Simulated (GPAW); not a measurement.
# BaTiO3 (R3m) in GPAW: reference runs

Reference runs on BaTiO3: the cell as given.

Program: GPAW 26.7.0. These are calculated values, not measurements. Logs are shortened: lines on timing, memory, paths and dates and some standing lists are left out, and cuts for length are marked. The log counts tension as positive stress, the text compression.

**1. Starting point**

Symmetry: R3m, No. 160, trigonal system. Conventional cell: a = 5.655 Å, b = 5.655 Å, c = 6.955 Å, α = 90.00°, β = 90.00°, γ = 120.00°. Ba (site symmetry 3m) has 12 O at 2.79 to 2.89 Å as nearest neighbours. Ti (site symmetry 3m) is surrounded by 6 O at 1.87 to 2.14 Å. Around O (site symmetry m) lie 2 Ti at 1.87 to 2.14 Å.

**2. Single point, PBEsol**

Contents of run.py:

```python
from ase import Atoms
from ase.dft.bandgap import bandgap
from ase.io import write
from ase.units import Bohr, GPa
from gpaw import GPAW, PW, setup_paths
from gpaw.elf import elf_from_dft_calculation

setup_paths.insert(0, '.')

atoms = Atoms(['Ba', 'Ti', 'O', 'O', 'O'],
              cell=[[2.8273666084, 1.6323808724, 2.3183934932],
                    [-2.8273666084, 1.6323808724, 2.3183934932],
                    [0.0, -3.2647617449, 2.3183934932]],
              scaled_positions=[[0.0, 0.0, 0.0],
                                [0.4845, 0.4845, 0.4845],
                                [0.5086, 0.0175, 0.5086],
                                [0.0175, 0.5086, 0.5086],
                                [0.5086, 0.5086, 0.0175]],
              pbc=True)

calc = GPAW(mode=PW(800),
            xc='PBEsol',
            kpts={'size': (7, 7, 7), 'gamma': True},
            occupations={'name': 'fermi-dirac', 'width': 0.05},
            nbands=36,
            convergence={'density': 1e-05, 'energy': 1e-05},
            maxiter=150,
            txt='gpaw.txt')
atoms.calc = calc
energy = atoms.get_potential_energy()
forces = atoms.get_forces()
stress = atoms.get_stress()
calc.write('gs.gpw')
write('result.traj', atoms)
print(f'Energy: {energy:.6f} eV')
print('Forces (eV/A):')
print(forces.round(4))
print('Stress (GPa):', (stress / GPa).round(3))
print('Fermi level:', round(calc.get_fermi_level(), 4), 'eV')
print(f'Gap: {bandgap(calc)[0]:.4f} eV, direct: {bandgap(calc, direct=True)[0]:.4f} eV')

# fields on the real-space grid
write('density.cube', atoms, data=calc.get_pseudo_density() * Bohr**3)
write('potential.cube', atoms, data=calc.get_electrostatic_potential())
write('elf.cube', atoms, data=elf_from_dft_calculation(calc).data)
```

Potentials or basis: PAW data sets generated in the run's folder for this functional, pw.

The run is started by

```console
$ gpaw-setup -f PBEsol Ba O Ti
$ OMP_NUM_THREADS=1 python run.py
```

gpaw.txt:

```text
__  _  _
 | _ |_)|_||  |
 |__||  | ||/\| - 26.7.0

Input parameters:
  mode=PW(ecut=800.0),
  convergence={'density': 1e-05, 'energy': 1e-05},
  kpts=MonkhorstPack(size=(7, 7, 7), gamma=True),
  maxiter=150,
  nbands=36,
  occupations=Occupations(name='fermi-dirac', width=0.05),
  xc=XC(name='PBEsol')

Diagonalizing LCAO Hamiltonian
Converting LCAO to pw mode

           Ti
       O      O

           Ba

Atoms  # Å, Bohr magnetons
|   | symbol |         x |         y |        z |    initial magnetic moments |
|---|--------|-----------|-----------|----------|-----------------------------|
| 0 |     Ba |  0.000000 |  0.000000 | 0.000000 | ( 0.0000,  0.0000,  0.0000) |
| 1 |     Ti | -0.000000 | -0.000000 | 3.369785 | ( 0.0000,  0.0000,  0.0000) |
| 2 |      O |  1.388520 | -0.801662 | 2.398842 | ( 0.0000,  0.0000,  0.0000) |
| 3 |      O | -1.388520 | -0.801662 | 2.398842 | ( 0.0000,  0.0000,  0.0000) |
| 4 |      O |  0.000000 |  1.603324 | 2.398842 | ( 0.0000,  0.0000,  0.0000) |

Unit cell  # Å
| periodic |         x |         y |        z |  lengths |    angles |
|----------|-----------|-----------|----------|----------|-----------|
|      yes |  2.827367 |  1.632381 | 2.318393 | 4.004200 | 89.837000 |
|      yes | -2.827367 |  1.632381 | 2.318393 | 4.004200 | 89.837000 |
|      yes |  0.000000 | -3.264762 | 2.318393 | 4.004200 | 89.837000 |

Number of symmetries: 6
Symmetry operations  # r_c * U_cc + t_c -> r_c
|   | kind |            matrix            |
|---|------|------------------------------|
| 0 |  E   |  1, 0, 0,  0, 1, 0,  0, 0, 1 |
| 1 |  σ   |  1, 0, 0,  0, 0, 1,  0, 1, 0 |
| 2 |  σ   |  0, 1, 0,  1, 0, 0,  0, 0, 1 |
| 3 |  C3  |  0, 1, 0,  0, 0, 1,  1, 0, 0 |
| 4 |  C3  |  0, 0, 1,  1, 0, 0,  0, 1, 0 |
| 5 |  σ   |  0, 0, 1,  0, 1, 0,  1, 0, 0 |

BZ-sampling:
  Number of BZ points: 343
  Number of IBZ points: 44

  Monkhorst-Pack size: [7, 7, 7]
  Monkhorst-Pack shift: [0, 0, 0]

K-points  # in reciprocal-cell coordinates
|     |                                coordinates |     weight |
|-----|--------------------------------------------|------------|
|   0 | (  0.00000000,   0.00000000,   0.00000000) | 0.00291545 |
|   1 | (  0.14285714,   0.00000000,  -0.14285714) | 0.01749271 |
|   2 | (  0.14285714,   0.00000000,   0.00000000) | 0.01749271 |
|   3 | (  0.14285714,   0.14285714,  -0.14285714) | 0.01749271 |
|   4 | (  0.14285714,   0.14285714,   0.00000000) | 0.01749271 |
|   5 | (  0.14285714,   0.14285714,   0.14285714) | 0.00583090 |
|   6 | (  0.28571429,  -0.14285714,  -0.14285714) | 0.01749271 |
|   7 | (  0.28571429,   0.00000000,  -0.28571429) | 0.01749271 |
|   8 | (  0.28571429,   0.00000000,  -0.14285714) | 0.03498542 |
|   9 | (  0.28571429,   0.00000000,   0.00000000) | 0.01749271 |
| ... |                                            |            |
|  43 | (  0.42857143,   0.42857143,   0.42857143) | 0.00583090 |

Plane wave coefficients: 3318
Cutoff: 800.0 eV

Spin-components: 1 (collinear spins)
Bands:           36
Projectors:      27
Spin-degeneracy: 2
Datatype:        complex128

Parallelization:
  kpt:    1
  domain: 1
  band:   1

Density:
  Valence electrons: 40.0
  Components: 1
  Grid points: [27 27 27]
  Charge: 0.0  # |e|

Potential:
  Grid points: [27 27 27]

species:
  Ba:
    name:    Barium
    Z:       56.0
    valence: 10
    core:    46
    charge:  0.0  # [|e|]
    compensation charges:
      type: gauss
      rc: 0.37  # [Å]
      lmax: 2
    cutoffs:
      filter: 2.06  # [Å]
      core: 2.33  # [Å]
    projectors
    | kind |    occ | energy [eV] | rcut [Å] |
    |------|--------|-------------|----------|
    |   5s |  2.000 |     -33.673 |    1.164 |
    |   6s |  2.000 |      -3.245 |    1.164 |
    |   5p |  6.000 |     -18.749 |    1.164 |
    |    p |        |       0.000 |    1.164 |
    |    d |        |       0.000 |    1.164 |
    |    d |        |      27.211 |    1.164 |

    Using partial waves for Ba as LCAO basis

  Ti:
    name:    Titanium
    Z:       22.0
    valence: 12
    core:    10
    charge:  0.0  # [|e|]
    compensation charges:
      type: gauss
      rc: 0.38  # [Å]
      lmax: 2
    cutoffs:
      filter: 2.23  # [Å]
      core: 1.02  # [Å]
    projectors
    | kind |    occ | energy [eV] | rcut [Å] |
    |------|--------|-------------|----------|
    |   3s |  2.000 |     -62.441 |    1.270 |
    |   4s |  2.000 |      -4.477 |    1.270 |
    |   3p |  6.000 |     -38.776 |    1.058 |
    |   4p |  0.000 |      -1.449 |    1.058 |
    |   3d |  2.000 |      -4.275 |    1.058 |
    |    d |        |      22.937 |    1.058 |

    Using partial waves for Ti as LCAO basis

  O:
    name:    Oxygen
    Z:       8.0
    valence: 6
    core:    2
    charge:  0.0  # [|e|]
    compensation charges:
      type: gauss
      rc: 0.21  # [Å]
      lmax: 2
    cutoffs:
      filter: 1.17  # [Å]
      core: 0.83  # [Å]
    projectors
    | kind |    occ | energy [eV] | rcut [Å] |
    |------|--------|-------------|----------|
    |   2s |  2.000 |     -23.808 |    0.688 |
    |   2p |  4.000 |      -8.972 |    0.598 |
    |    s |        |       3.404 |    0.688 |
    |    p |        |      18.239 |    0.598 |
    |    d |        |       0.000 |    0.619 |

    Using partial waves for O as LCAO basis

Reference energy: -250490.376484  # eV

eigensolver:
  PPCG
  Converge bands: occupied
  niter=2

density mixing:
  MSR1-Mixer
  Pratt-step length: 0.05
  Maximum mixing coefficient: 0.75
  Old densities: 10
  SVD Regularization: 0.005
  Good broyden scale: 1.0
  Trust region scale: 1.0
  Backstep threshold: 4.0
  History deletion threshold: 6.0
  Fourier metric: weight=20.0, sigma=0.015

occupation numbers:
  Fermi-Dirac:
    width: 0.0500  # eV

poisson solver:
  ecut: 6400.0  # eV

xc functional:
  name: PBEsol with 2 nearest neighbor stencil

convergence criteria:
- Maximum integral of absolute [dens]ity change: 1e-05 electrons / valence electron
- Maximum [total energy] change in last 3 cyles: 1e-05 eV / valence electron
- Maximum integral of absolute [eigenst]ate change: 4e-08 eV^2 / valence electron
maximum number of iterations: 150

SCF iterations
|iter     | |      energy | eigst |  dens |
|---------|-|-------------|-------|-------|
|iter:   1| |  -46.330456 | +0.28 |       |
|iter:   2| |  -44.792195 | -1.43 | -0.89 |
|iter:   3| |  -41.692673 | -0.95 | -0.96 |
|iter:   4| |  -41.532328 | -2.27 | -1.48 |
|iter:   5| |  -41.505179 | -2.91 | -1.67 |
|iter:   6| |  -41.506325 | -3.67 | -2.01 |
|iter:   7| |  -41.506476 | -4.94 | -2.79 |
|iter:   8| |  -41.506469c| -5.90 | -3.39 |
|iter:   9| |  -41.506470c| -7.45c| -4.02 |
|iter:  10| |  -41.506470c| -8.13c| -4.99 |
|iter:  11| |  -41.506470c| -8.87c| -5.50c|

Converged in 11 steps
Energy contributions relative to reference atoms: (reference = -250490.376484)

Energy contributions:
  Kinetic:          43.203940
  Coulomb:         -46.028179
  Zero:              0.807633
  External:          0.000000
  Xc:              -39.489865
  Entropy:          -0.000000
  Spinorbit:         0.000000
  ----------------------------
  Free energy:     -41.506470
  Extrapolated:    -41.506470

dipole moment: (-0.000000, 0.000000, -58.850661)  # |e|*Ang

Fermi level: 8.464
Eigenvalues  # (at kpt = [0.000, 0.000, 0.000])
| band index |      eig [eV] | occ [0-2] |
|------------|---------------|-----------|
|          0 |       -48.495 |     2.000 |
|        ... |               |           |
|         12 |         5.237 |     2.000 |
|         13 |         5.237 |     2.000 |
|         14 |         6.127 |     2.000 |
|         15 |         6.127 |     2.000 |
|         16 |         6.369 |     2.000 |
|         17 |         6.934 |     2.000 |
|         18 |         7.074 |     2.000 |
|         19 |         7.074 |     2.000 |
|         20 |         9.828 |     0.000 |
|         21 |         9.829 |     0.000 |
|         22 |         9.975 |     0.000 |
|         23 |        12.021 |     0.000 |
|         24 |        12.021 |     0.000 |
|         25 |        12.427 |     0.000 |
|         26 |        12.427 |     0.000 |
|         27 |        14.670 |     0.000 |
|        ... |               |           |
|         35 |        26.845 |     0.000 |

Gap: 2.430 eV
Transition (v -> c):
  (s=0, k=43, n=19, [0.43, 0.43, 0.43]) -> (s=0, k=0, n=20, [0.00, 0.00, 0.00])
Direct/indirect transitions are different
Direct gap: 2.755 eV
Transition at: (s=0, k=0, n=19, [0.00, 0.00, 0.00])

Forces  # eV/Ang
|        x |        y |        z |
|----------|----------|----------|
|  0.00000 |  0.00000 | -0.13633 |  # Ba   0
|  0.00000 | -0.00000 |  0.20366 |  # Ti   1
|  0.11516 | -0.06649 | -0.02226 |  # O    2
| -0.11516 | -0.06649 | -0.02226 |  # O    3
|  0.00000 |  0.13297 | -0.02226 |  # O    4

Stress tensor  # eV/Ang^3
|         x |         y |         z |
|-----------|-----------|-----------|
| -0.002393 |  0.000000 | -0.000000 |
|  0.000000 | -0.002393 | -0.000000 |
|  0.000000 | -0.000000 | -0.000862 |

# Writing to gs.gpw (mode='')
```

It took 1.8 min on 1 thread of Arm Neoverse V1, shared host; peak memory 0.29 GiB.

What came out:

| Item | Value |
| --- | --- |
| Free energy | -41.5065 eV |
| Pressure | 0.3 GPa |
| Largest force | 0.204 eV/Å |
| Band gap on the k mesh | 2.43 eV, indirect (least direct gap 2.75 eV) |

Forces on the atoms (eV/Å):
```
Ba   0.000  0.000 -0.136
Ti   0.000  0.000  0.204
O    0.115 -0.066 -0.022
O   -0.115 -0.066 -0.022
O    0.000  0.133 -0.022
```

Caveat: spin-orbit coupling is left out, which moves the levels of the heavy elements; an odd mesh through Γ misses points on the zone boundary, where band edges often lie.
